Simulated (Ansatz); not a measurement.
# Zr/BP/HfB2: conductance for both polarities

Aim: does the conductance of Zr/BP/HfB2 change when the barrier's polarity is reversed? The lower electrode is Zr hcp(0001), the upper one HfB2 AlB2(0001); the barrier is BP zinc blende(111) (whole bilayers). In the first transport cell, after relaxation, the nearest pair of electrode and barrier is Zr–P at 2.70 Å, along the normal, at the lower face and B–P at 2.99 Å, along the normal, too long for a bond, at the upper one. A gap without bonds adds to the barrier. All share a net of side 3.224 Å, which strains the lower electrode by -0.2 %, the upper one by +2.4 % and the barrier by +0.2 %, against typed lattice constants near PBE's. The first steps treat the bulk electrodes alone.

Calculated with Ansatz 0.2.0; PBE DFT, plane waves, PAW files, in the first sound run; inputs show where later runs differ.

Most raw output is cut from this account.

### Step 1. Starting point

It takes space group P6_3/mmc (No. 194, hexagonal). Conventional cell: a = 3.224 Å, b = 3.224 Å, c = 5.177 Å, α = 90.00°, β = 90.00°, γ = 120.00°. Zr has 12 Zr at 3.19 to 3.22 Å nearest.

### Step 2. Layer spacing of the electrode, 2 atoms, electrode Zr hcp(0001)

The electrode is held to the junction's net and relaxed along the normal; its spacing is used for the ideal lead layers.

The input, input.yaml:

```yaml
crystal:
  lattice:
    - [3.224, 0.0, 0.0]
    - [-1.612, 2.7920659018, 0.0]
    - [0.0, 0.0, 5.1767226006]
  atoms:
    - { symbol: Zr, position: [0.0, 0.0, 0.0] }
    - { symbol: Zr, position: [0.3333333333, 0.6666666667, 0.5] }
kpoints:
  mp_grid: { grid: [12, 12, 6] }
scf:
  occupations: { method: fermi_dirac, width: 0.1 }
  max_iter: 150
hamiltonian:
  xc: pbe
relax:
  f_tol: 0.01
  max_steps: 40
  cell: { fix: [a, b, angles] }
```

The run is started by

```console
> ansatz run input.yaml --threads 4 --pin off --max-ram 12288MiB --backend cpu --events-out ev --progress --plain --runs-dir out
```

Run time: 3.2 s. Hardware: 4 threads of Arm Neoverse V1, shared host; peak memory 0.38 GiB; 11 s of CPU time.

Step by step:

| step | energy less that of the first step (eV) | largest force component (eV/Å) | pressure (GPa) | volume (Å³) |
| --- | --- | --- | --- | --- |
| 1 | 0.0000 | 0.0000 | 0.43 | 46.60 |
| 2 | 0.0000 | 0.0000 | 0.15 | 46.73 |
| 3 | -0.0001 | 0.0000 | 0.25 | 46.68 |
| 4* | -0.0001 | 0.0000 | 0.25 | 46.68 |

Relaxation steps marked * repeat the geometry before them on a plane-wave basis chosen anew for their cell, so energy and pressure can jump there.

Forces are held to the 24 operations that the run works with; a distortion that breaks them can't arise in this run.

```
conventional cell, symmetrised  before  after  change
                         a (Å)   3.224  3.224  -0.0 %
                         b (Å)   3.224  3.224  -0.0 %
                         c (Å)   5.177  5.186  +0.2 %
              volume (Å³/atom)   23.30  23.34  +0.2 %
```

The relaxed structure:

```xyz
2
Lattice="3.2240 0.0000 0.0000 -1.6120 2.7921 0.0000 0.0000 0.0000 5.1861" Properties=species:S:1:pos:R:3 pbc="T T T"
Zr    0.0000    0.0000    0.0000
Zr    0.0000    1.8614    2.5931
```

Numbers from this step:

| Quantity | Value |
| --- | --- |
| free energy | -8367.7045 eV |
| Fermi energy | 13.93 eV |
| pressure | 0.2514 GPa |

### Step 3. Layer spacing of the electrode, 3 atoms, electrode HfB2 AlB2(0001)

System of this step: HfB2. Symmetry: P6/mmm, No. 191, hexagonal system. The conventional cell has a = 3.224 Å, b = 3.224 Å, c = 3.433 Å, α = 90.00°, β = 90.00°, γ = 120.00°. Nearest to Hf lie 12 B at 2.53 Å. Nearest to B lie 3 B at 1.86 Å and 6 Hf at 2.53 Å. Farther neighbours are not listed.

input.yaml, the sections that differ from step 2:

```yaml
crystal:
  lattice:
    - [3.224, 0.0, 0.0]
    - [-1.612, 2.7920659018, 0.0]
    - [0.0, 0.0, 3.4326088889]
  atoms:
    - { symbol: Hf, position: [0.0, 0.0, 0.0] }
    - { symbol: B, position: [0.3333333333, 0.6666666667, 0.5] }
    - { symbol: B, position: [0.6666666667, 0.3333333333, 0.5] }
kpoints:
  mp_grid: { grid: [12, 12, 9] }
# scf, hamiltonian, relax: as in step 2
```

Run time: 3.5 s. Hardware: 4 threads; peak memory 0.37 GiB; 12 s of CPU time.

The steps of the relaxation:

```
step  energy less that of the first step (eV)  largest force component (eV/Å)  pressure (GPa)  volume (Å³)
   1                                   0.0000                          0.0000           -8.51        30.90
   2                                   0.0001                          0.0000           -9.48        31.04
   3                                  -0.0002                          0.0000           -9.04        30.98
  4*                                  -0.0002                          0.0000           -9.04        30.98
```

Relaxation steps marked * repeat the geometry before them on a plane-wave basis chosen anew for their cell, so energy and pressure can jump there.

The run keeps the 24 symmetry operations that it works with, so distortions that break them were not tested.

```
conventional cell, symmetrised  before  after  change
                         a (Å)   3.224  3.224  -0.0 %
                         b (Å)   3.224  3.224  -0.0 %
                         c (Å)   3.433  3.441  +0.3 %
              volume (Å³/atom)   10.30  10.33  +0.3 %
```

Final coordinates:

```cif
data_structure
_symmetry_space_group_name_H-M 'P 1'
_symmetry_Int_Tables_number 1
_cell_length_a 3.2240
_cell_length_b 3.2240
_cell_length_c 3.4413
_cell_angle_alpha 90.000
_cell_angle_beta 90.000
_cell_angle_gamma 120.000
_cell_volume 30.98
loop_
_atom_site_label
_atom_site_type_symbol
_atom_site_fract_x
_atom_site_fract_y
_atom_site_fract_z
_atom_site_occupancy
Hf1 Hf 0.00000 0.00000 0.00000 1
B2 B 0.33333 0.66667 0.50000 1
B3 B 0.66667 0.33333 0.50000 1
```

This step gave:

```yaml
free_energy: -16036.1551 eV
fermi_energy: 19.72 eV
pressure: -9.037 GPa
```

The cell grew by 0.3 % in volume.

### Step 4. Relaxation, box 41.4 Å, polarity P face on the lower electrode

System of this step: Zr/BP/HfB2. The cell holds 18 atoms: 4 Zr, 4 P, 8 B and 2 Hf. Its edges and angles: a = 3.224 Å, b = 3.224 Å, c = 41.409 Å, α = 90.0°, β = 90.0°, γ = 120.0°. Vacuum lies along c.

Tunnelling depends exponentially on distance, so the interfaces are relaxed first. A short slab in vacuum serves: only the barrier and the layers next to it are taken over, and later cells can add or drop layers in the barrier's middle. The dipole correction removes the field that unlike faces would set up across the vacuum.

The input, input.yaml:

```yaml
crystal:
  lattice:
    - [3.224, 0.0, 0.0]
    - [-1.612, 2.7920659018, 0.0]
    - [0.0, 0.0, 41.4091854914]
  atoms:
    - { symbol: Zr, position: [0.0, 0.0, 0.1931938507] }
    - { symbol: Zr, position: [0.33333333, 0.66666667, 0.2557007865] }
    - { symbol: Zr, position: [0.0, 0.0, 0.3182077224] }
    - { symbol: Zr, position: [0.33333333, 0.66666667, 0.3807146582] }
    - { symbol: P, position: [0.33333333, 0.66666667, 0.4500229521] }
    - { symbol: B, position: [0.66666667, 0.33333333, 0.4658596247] }
    - { symbol: P, position: [0.66666667, 0.33333333, 0.5133696424] }
    - { symbol: B, position: [0.0, 0.0, 0.529206315] }
    - { symbol: P, position: [0.0, 0.0, 0.5767163327] }
    - { symbol: B, position: [0.33333333, 0.66666667, 0.5925530053] }
    - { symbol: P, position: [0.33333333, 0.66666667, 0.640063023] }
    - { symbol: B, position: [0.66666667, 0.33333333, 0.6558996956] }
    - { symbol: B, position: [0.0, 0.0, 0.6824638501] }
    - { symbol: B, position: [0.33333333, 0.66666667, 0.6824638501] }
    - { symbol: Hf, position: [0.66666667, 0.33333333, 0.7239112831] }
    - { symbol: B, position: [0.0, 0.0, 0.7653587162] }
    - { symbol: B, position: [0.33333333, 0.66666667, 0.7653587162] }
    - { symbol: Hf, position: [0.66666667, 0.33333333, 0.8068061493] }
kpoints:
  mp_grid: { grid: [8, 8, 1] }
scf:
  occupations: { method: fermi_dirac, width: 0.1 }
  max_iter: 150
hamiltonian:
  xc: pbe
efield:
  axis: 3
  dipole_correction: true
relax:
  f_tol: 0.04
  max_steps: 90
output:
  forces: true
```

The job ended after 94 s (4 threads; peak memory 1.1 GiB).

Step by step:

```
step  energy less that of the first step (eV)  largest force component (eV/Å)
   1                                   0.0000                          4.7259
   2                                  -0.6642                          3.5341
   3                                  -1.5246                          1.6607
   4                                  -2.2484                          1.5581
   5                                  -2.7164                          0.8811
   6                                  -3.0114                          0.4757
   7                                  -3.1530                          0.2648
   8                                  -3.1779                          0.1535
   9                                  -3.1802                          0.0734
  10                                  -3.1809                          0.0041
```

The run keeps the 6 symmetry operations that it works with, so distortions that break them were not tested.

The atoms that moved most (Å):

```csv
atom,dx,dy,dz,length
B14,0.000,0.000,0.859,0.859
B13,0.000,0.000,0.833,0.833
B16,0.000,0.000,0.797,0.797
B17,0.000,0.000,0.794,0.794
Hf15,0.000,0.000,0.764,0.764
Hf18,0.000,0.000,0.743,0.743
B12,0.000,0.000,-0.568,0.568
P5,0.000,0.000,-0.452,0.452
```

This step gave:

| Quantity | Value |
| --- | --- |
| free energy | -52450.6176 eV |
| Fermi energy | 7.654 eV |

The largest force component on a free atom ends at 0.0041 eV/Å. At one or more of this run's solves the program warned of density in the dipole ramp over its bound, where dipole, forces and levels can be off.

### Step 5. The open system: T(E), polarity P face on the lower electrode, gap between the electrodes 13.63 Å

This step: PBE DFT, plane waves, PAW files; ballistic transmission by layer matching between semi-infinite leads (Ansatz 0.2.0).

System of this step: Zr/BP/HfB2. The cell holds 42 atoms: 11 Zr, 4 P, 20 B and 7 Hf. Cell: a = 3.224 Å, b = 3.224 Å, c = 77.606 Å, α = 90.0°, β = 90.0°, γ = 120.0°. Regions: left electrode, 11 atoms (11 Zr); barrier, 8 atoms (4 P and 4 B); right electrode, 23 atoms (16 B and 7 Hf). Vacuum lies along c.

The relaxed core is set between ideal electrode layers (this cell holds 8 atomic planes between the electrodes; where that differs from the relaxed slab, whole periods were copied in or cut out without a new relaxation), which the solver continues as semi-infinite leads. A wide energy window on a coarse mesh (12×12) shows where the Fermi level lies against the barrier's bands; the projected density of states shows how far the metals' states reach in.

The input, input.yaml:

```yaml
crystal:
  lattice:
    - [3.224, 0.0, 0.0]
    - [-1.612, 2.7920659018, 0.0]
    - [0.0, 0.0, 77.6058850685]
  atoms:
    - { symbol: Zr, position: [0.33333333, 0.66666667, 0.090199345] }
    - { symbol: Zr, position: [0.0, 0.0, 0.1236126794] }
    - { symbol: Zr, position: [0.33333333, 0.66666667, 0.1570260137] }
    - { symbol: Zr, position: [0.0, 0.0, 0.1904393481] }
    - { symbol: Zr, position: [0.33333333, 0.66666667, 0.2238526825] }
    - { symbol: Zr, position: [0.0, 0.0, 0.2572660169] }
    - { symbol: Zr, position: [0.33333333, 0.66666667, 0.2906793513] }
    - { symbol: Zr, position: [0.0, 0.0, 0.3240926857] }
[... 30 atom lines left out ...]
    - { symbol: B, position: [0.33333333, 0.66666667, 0.8654569349] }
    - { symbol: Hf, position: [0.66666667, 0.33333333, 0.887628795] }
    - { symbol: B, position: [0.0, 0.0, 0.909800655] }
    - { symbol: B, position: [0.33333333, 0.66666667, 0.909800655] }
kpoints:
  mp_grid: { grid: [12, 12, 1] }
scf:
  occupations: { method: fermi_dirac, width: 0.1 }
  max_iter: 150
hamiltonian:
  xc: pbe
output:
  transmission:
    kmesh: [12, 12]
    e_range: [-2.5, 2.5]
    de: 0.1
    leads: [[4, 6], [30, 33]]
  dos: { projected: true, e_range: [-6, 5], de: 0.05 }
  write_potential: true
  write_density: true
  volumetric_format: npy
  elf: true
```

The job ended after 7.7 min (4 threads; peak memory 5.5 GiB; 29 min of CPU time).

This step gave:

| Quantity | Value |
| --- | --- |
| free energy | -162231.0978 eV |
| Fermi energy | 11.78 eV |
| level to which the leads are filled | 0 eV from the Fermi level |
| transmission at the Fermi level (a spin, zone mean) | 0.01578 |
| channels of the lower lead | 0.7917 |
| channels of the upper lead | 0.3542 |
| potential step in the lower lead | 68.6 meV |
| potential step in the upper lead | 53 meV |

One spin. Table of transmission, zone mean by energy, zero at the Fermi level:

```csv
energy (eV),"transmission, zone mean"
-2.50,0.0177
-2.30,0.0461
-2.20,0.0255
-2.00,0.0148
-1.80,0.0620
-1.60,0.00508
-1.50,0.0407
-1.40,0.0588
-1.30,0.00729
-1.10,0.0236
-1.00,0.0631
-0.90,0.0425
-0.80,0.0389
-0.60,0.00686
-0.40,0.00735
-0.30,0.00735
-0.10,0.0138
0.00,0.0158
0.10,0.0334
0.30,0.0198
0.40,0.0149
0.60,0.00955
0.80,0.0130
0.90,0.00614
1.10,0.00300
1.30,0.00239
1.50,0.00211
1.60,0.00215
1.80,0.00192
2.00,0.00166
2.20,0.00280
2.30,0.00462
2.50,0.0276
```

One spin. Open channels, zone mean against energy, zero at the Fermi level:

| energy (eV) | lower lead | upper lead |
| --- | --- | --- |
| -2.50 | 1.06 | 0.667 |
| -2.30 | 0.958 | 0.799 |
| -2.20 | 0.708 | 0.688 |
| -2.00 | 0.785 | 0.812 |
| -1.80 | 0.660 | 0.812 |
| -1.60 | 0.576 | 0.854 |
| -1.50 | 0.743 | 0.854 |
| -1.30 | 0.868 | 0.688 |
| -1.10 | 0.993 | 0.632 |
| -0.90 | 1.48 | 0.632 |
| -0.80 | 1.60 | 0.632 |
| -0.60 | 1.44 | 0.299 |
| -0.40 | 0.646 | 0.215 |
| -0.30 | 0.396 | 0.257 |
| -0.10 | 0.625 | 0.257 |
| 0.00 | 0.792 | 0.354 |
| 0.10 | 1 | 0.354 |
| 0.30 | 1.31 | 0.521 |
| 0.40 | 1.10 | 0.521 |
| 0.60 | 1.31 | 0.688 |
| 0.80 | 1.38 | 0.812 |
| 0.90 | 1.25 | 0.812 |
| 1.10 | 1.06 | 1.03 |
| 1.30 | 1.31 | 1.16 |
| 1.50 | 1.24 | 1.49 |
| 1.60 | 1.23 | 1.70 |
| 1.80 | 1.08 | 1.69 |
| 2.00 | 0.951 | 1.73 |
| 2.20 | 1.08 | 1.77 |
| 2.30 | 1.13 | 1.83 |
| 2.50 | 1.17 | 1.83 |

Transmission over k1 and k2. At 0.0000 eV from the Fermi level.

Ten even steps from '0' (0.000) to '9' (0.205):
```
000000000000
000000000000
000000000000
000006000000
000069960000
000009390000
000006996000
000000060000
000000000000
000000000000
000000000000
000000000000
```
Columns: k1 (b1) from -0.5 to 0.417; rows upwards: k2 (b2) from -0.5 to 0.417.

Open channels of the lower lead over k1 and k2. At 0.0000 eV from the Fermi level.

Ten even steps from '_' (0.00) to '@' (2.00):
```
________________@@@@@@@@
@@______________@@@@@@@@
@@________________@@@@@@
@@______@@@@@@______@@@@
________@@@@@@@@________
________@@@@@@@@@@______
__________@@@@@@@@______
@@@@@@______@@@@@@______
@@@@@@@@________________
@@@@@@@@@@______________
__@@@@@@@@______________
____@@@@@@______@@@@@@__
```
Columns: k1 (b1) from -0.5 to 0.417; rows upwards: k2 (b2) from -0.5 to 0.417.

Open channels of the upper lead over k1 and k2. At 0.0000 eV from the Fermi level.

Ten even steps from '_' (0.00) to '@' (3.00):
```
________________--____--
--______**______--______
________________________
--__**____**____**__----
________**----**________
__________--@@--________
__________**----**______
------__**____**____**__
________________________
--______--______**______
__--____--______________
____--__--______--__--__
```
Columns: k1 (b1) from -0.5 to 0.417; rows upwards: k2 (b2) from -0.5 to 0.417.

Projected DOS an atom over height of the atomic layer and energy from the Fermi level. Layers: Zr Zr Zr Zr Zr Zr Zr Zr Zr Zr Zr P B P B P B P B B2 Hf B2 Hf B2 Hf B2 Hf B2 Hf B2 Hf B2 Hf B2; projections on atoms miss part of the total, and the computed bands can run out at the top of the range; a column is the mean of 3 neighbouring layers, the last of those left over.

Ten even steps from '_' (0.00 states/eV) to '@' (1.77 states/eV), each cell a mean:
```
==::::::........::..::__
==------__..::::--..--..
++====--____....::..::__
**++++==____..::--::::__
%%@@@@++____....::....__
@@@@@@**____..__......__
@@@@@@**____::__..__....
%%****##____::______..::
**++++==____..______..==
@@%%%%++____::__..__..::
####**++..__..__..__..--
++++++**..__::..::..::::
######++::......::..::..
++++++==::..::::::::----
==++++--::::::--------..
..::..::::--::======--..
______..--::::::::::::::
______..::--::::::::..__
______..::--..::::::..__
________::::..::::::..__
________..::............
________..::............
```
Columns: height of the atomic layer (Å) from 9.59 to 70.6 (not evenly spaced); rows upwards: energy from the Fermi level (eV) from -6 to 3.2.

ELF in the ca plane at fractional y = 0.667, with atoms of Zr and P and B within 0.2 Å of it. It is the smooth field of the valence electrons, not physical close to the nuclei.

Ten even steps from '0' (0.02) to '9' (0.93), each cell a mean:
```
23321233212431133222111123565334799853456763
24322234212431134322111113564335799963456752
22123212211221221233102456886323578632357874
31367741333233312677514886687411233210147765
42674673366666425845845991036400000000034214
42673683367676425834845991026400000000034203
31478851343334313678624885577410122100147755
22134311221221221244202567887312477631257875
```
Columns run along c (16.0 Å, from fractional 0.34 to 0.55 of the cell), rows up along a (3.2 Å). Atoms in or near the plane, at fractional coordinates: Zr at (0.36, 0.33), Zr at (0.42, 0.33), P at (0.46, 0.33), B at (0.54, 0.33).

Electrostatic potential energy in the ca plane at fractional y = 0.667, with atoms of Zr and P and B within 0.2 Å of it. With pseudopotentials it is smooth inside the atoms' cores, unlike the true potential.

Ten even steps from '0' (-56 eV) to '9' (14 eV), each cell a mean:
```
99999877899999999999999999998889999888999999
99999877899999999999999999998889999888999999
88999888899987789999988999999999999989999988
36899999999863357998645899999999999987789854
03799999999730016897201589999999999962268610
03799999999720016896100589999999999951168610
25899999999852247998534799999999999986689743
78999888999987778999888999999999999988999988
```
Columns run along c (16.0 Å, from fractional 0.36 to 0.57 of the cell; values clipped at the 3rd and 97th percentile), rows up along a (3.2 Å). Atoms in or near the plane, at fractional coordinates: Zr at (0.42, 0.33), P at (0.46, 0.33), B at (0.54, 0.33), P at (0.56, 0.33).

Valence density in the ca plane at fractional y = 0.667, with atoms of Zr and P and B within 0.2 Å of it. It is the smooth field of the valence electrons, not physical close to the nuclei.

Ten steps, logarithmic in the rise over the least value, from '0' (0.0 e/Å³) to '9' (3.9 e/Å³), each cell a mean:
```
33223566432233321112344433345665434455421234
33223566432233321111344433345665434455321234
54323444332345542223455543334554323455433345
87433333333478985345566542123332113456554556
98633333333699997456535542101110002455566654
99633333333699997556534542001110002455566653
97433333333479985445556542112322112456555556
64333444332346653223455542234543223455433455
```
Columns run along c (16.0 Å, from fractional 0.36 to 0.57 of the cell), rows up along a (3.2 Å). Atoms in or near the plane, at fractional coordinates: Zr at (0.42, 0.33), P at (0.46, 0.33), B at (0.54, 0.33), P at (0.56, 0.33).

At the Fermi level the transmission is 0.016, as a zone mean for one spin on this coarse mesh. At the Fermi level the layers of this cell's barrier hold from 0.025 to 0.92 states an eV and atom. In the worse lead the potential repeats within 69 meV, which the program flags as too much for a lead, so G carries that doubt.

(Part 1 of 3 ends here.)

[Logs are printed without paths, hosts, clocks, repeated set-up lines and the standing remarks that a program may print on its own settings, such as how far it seeks lower states.]

[Hosts, paths, dates, database ids (printed as entryN), source tags and the programs' standing remarks are cut or masked in the printed files.]
